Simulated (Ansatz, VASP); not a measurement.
**LiH: VASP beside Ansatz**

File POSCAR:

```
LiH
1.0
    0.0000000000      2.1451220099      2.1451220099
    2.1712924984      0.0000000000      2.1451220099
    2.1712924984      2.1451220099      0.0000000000
Li H
1 1
Direct
    0.0000000000      0.0000000000      0.0000000000
    0.2500000000      0.2500000000      0.2500000000
```

File INCAR.step1:

```
SYSTEM = LiH
ALGO     = Normal         ! electronic algorithm
EDIFF    = 1E-4           ! SCF threshold, eV
ENCUT    = 520            ! plane-wave cutoff, eV
GGA      = PE             ! functional
ISMEAR   = 0              ! smearing method
LASPH    = .TRUE.         ! aspherical terms in the spheres
LCHARG   = .FALSE.        ! write CHGCAR
LREAL    = .FALSE.        ! projectors in reciprocal space
LWAVE    = .TRUE.         ! write WAVECAR
NBANDS   = 9              ! bands
NELM     = 100            ! most SCF steps
PREC     = Accurate       ! precision mode
SIGMA    = 0.01           ! smearing width, eV
```

Contents of INCAR.step2:

```
SYSTEM = LiH
ALGO     = Normal         ! electronic algorithm
EDIFF    = 1E-6           ! SCF threshold, eV
ENCUT    = 520            ! plane-wave cutoff, eV
ISIF     = 2              ! what is computed and relaxed
ISMEAR   = 0              ! smearing method
ISTART   = 1            
LASPH    = .TRUE.         ! aspherical terms in the spheres
LCHARG   = .FALSE.        ! write CHGCAR
LMIXTAU  = .TRUE.       
LREAL    = .FALSE.        ! projectors in reciprocal space
LWAVE    = .FALSE.        ! write WAVECAR
METAGGA  = R2SCAN         ! meta-GGA
NBANDS   = 9              ! bands
NELM     = 100            ! most SCF steps
PREC     = Accurate       ! precision mode
SIGMA    = 0.01           ! smearing width, eV
```

Contents of KPOINTS:

```
k-points
0
G
  10 10 10
  0 0 0
```

Input for Ansatz:

```yaml
crystal:
  lattice:
    - [0.0, 2.1451220099, 2.1451220099]
    - [2.1712924984, 0.0, 2.1451220099]
    - [2.1712924984, 2.1451220099, 0.0]
  atoms:
    - { symbol: Li, position: [0.0, 0.0, 0.0] }
    - { symbol: H, position: [0.25, 0.25, 0.25] }
kpoints:
  mp_grid: { grid: [10, 10, 10] }
  band_path:
    path:
      - [0.0, 0.0, 0.0]
      - [-0.5, -0.5, 0.0]
      - [-0.375, -0.375, 0.25]
      - [-0.375, 0.0, 0.375]
      - [0.0, 0.0, 0.5]
      - [-0.5, -0.25, 0.25]
      - [-0.15, -0.075, 0.425]
    npoints: 1
hamiltonian:
  xc: r2scan
scf:
  occupations: { method: fixed }
  n_extra_bands: 4
output:
  forces: true
  stress: true
  eigenvalues: true
```

Change from the starting cell: uniaxial_x strain +1.2%.

Alike in both runs: task single point; functional r2SCAN; k mesh 10 × 10 × 10; no spin polarisation.

|  | VASP | Ansatz |
| --- | --- | --- |
| version | VASP 6.6.1 | Ansatz 0.2.0 |
| potentials or method | VASP PAW PBE potentials, release 64 (Li_sv, H) | plane waves, PAW |
| plane-wave cutoff (eV) | 520 | 500 |
| occupations | gaussian, width 0.01 eV | fixed |
| valence electrons in the cell | 4 | 4 |

```csv
,VASP,Ansatz,Ansatz less VASP
gap on the k mesh at the Fermi level (eV),4.78,4.71,-0.069
```

 A k mesh can miss the band edges.
